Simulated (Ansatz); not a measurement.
Reaction (hydrogenolysis of a C–C bond): `CCC(C)CC(C)C` + H₂ → `CCC(C)C` + `CCC`

Isolated molecules relaxed with PBE0-D4/def2-TZVP in Ansatz; ΔE leaves out vibrations. CBS: MP2 limit from def2 TZ/QZ plus the TZ coupled-cluster correction, frozen cores. This one scheme is used for every species. Functionals use def2-TZVPP. B3LYP here is the variant with VWN-RPA as its local correlation; programs differ in this. HSE06 is defined as in plane-wave codes. Each species was taken in one conformer, which may not be the lowest.

| level | ΔE (kcal/mol) | difference from CCSD(T)/CBS |
| --- | --- | --- |
| LDA (SPW92) | -11.8 | 1.4 |
| PBE-D4 | -14.2 | -1.0 |
| revPBE-D4 | -12.3 | 0.9 |
| BLYP-D4 | -14.5 | -1.3 |
| B97M-V | -15.4 | -2.2 |
| PBE0-D4 | -14.7 | -1.5 |
| B3LYP-D4 | -15.3 | -2.1 |
| r2SCANh-D4 | -14.6 | -1.4 |
| HSE06-D4 | -14.9 | -1.7 |
| BHLYP-D4 | -16.2 | -3.0 |
| ωB97X-V | -14.2 | -1.0 |
| ωB97M-V | -13.9 | -0.7 |
| B2PLYP | -17.2 | -4.0 |
| PBE-QIDH | -15.0 | -1.8 |
| revPBE | -20.0 | -6.8 |
| BLYP | -20.8 | -7.6 |
| r2SCAN | -15.6 | -2.4 |
| PBE0 | -17.6 | -4.4 |
| B3LYP | -20.2 | -7.0 |
| r2SCANh | -15.8 | -2.6 |
| r2SCAN0 | -16.2 | -3.0 |
| HSE06 | -17.7 | -4.5 |
| BHLYP | -20.0 | -6.8 |
| CAM-B3LYP | -18.5 | -5.3 |
| LC-ωPBE | -17.2 | -4.0 |
| RPA@PBE/def2-TZVPP | -13.0 | 0.2 |
| HF/def2-SVP | -22.9 | -9.7 |
| MP2/def2-SVP | -12.4 | 0.8 |
| CCSD/def2-SVP | -15.2 | -2.0 |
| CCSD(T)/def2-SVP | -13.7 | -0.5 |
| HF/def2-TZVPP | -22.9 | -9.7 |
| MP2/def2-TZVPP | -11.8 | 1.4 |
| CCSD/def2-TZVPP | -15.0 | -1.8 |
| CCSD(T)/def2-TZVPP | -13.3 | -0.1 |
| HF/def2-QZVPP | -22.9 | -9.7 |
| MP2/def2-QZVPP | -11.7 | 1.5 |
| SCS-MP2/def2-QZVPP | -13.9 | -0.7 |
| HF/CBS(def2) | -22.9 | -9.7 |
| MP2/CBS(def2) | -11.7 | 1.5 |
| CCSD/CBS(def2) | -14.9 | -1.7 |
| CCSD(T)/CBS | -13.2 | 0 |

Largest T1 diagnostic among the species: 0.009.

Leaving LDA and LC-ωPBE aside and taking each functional with its dispersion term where it has one, the values spread over 4.9 kcal/mol, from B2PLYP to revPBE-D4. LDA lies +5.6 kcal/mol from PBE without D4. From BLYP to BHLYP (50 % exact exchange), in def2-TZVPP and without D4, ΔE moves by +0.8 kcal/mol.

CCSD(T)/CBS has its own doubt, a few kJ/mol and more with outer-core shells, so smaller differences from it don't rank the levels.
